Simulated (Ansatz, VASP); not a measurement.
## One calculation of Au, two programs

```
Au
1.0
     2.69230    0.00000    0.00000
     0.00000    2.69230    0.00000
     0.00000    0.00000    2.69230
Au
1
Direct
  0.50000 0.50000 0.50000
```

The cell was built by a generator and needn't be a form met in nature.

Alike in both runs: task single point; functional PBE; k mesh 10 × 10 × 10; occupations fermi-dirac, width 0.05 eV; no spin polarisation.

|  | VASP | Ansatz |
| --- | --- | --- |
| version | VASP 6.6.1 | Ansatz 0.2.0 |
| potentials or method | VASP PAW PBE potentials, release 64 (Au) | Ansatz PAW soft_1 |
| plane-wave cutoff (eV) | 520 | 420 |
| valence electrons in the cell | 11 | 19 |

```csv
,VASP,Ansatz,Ansatz less VASP
gap on the k mesh at the Fermi level (eV),none,none,-
pressure (GPa),7.5,7.7,+0.19
```

A gap of «none» marks a metal or a gap that the smearing closes. The two sets of potentials don't hold the same shells in valence.

The runs have no spin-orbit coupling, so splittings on Au are missing.
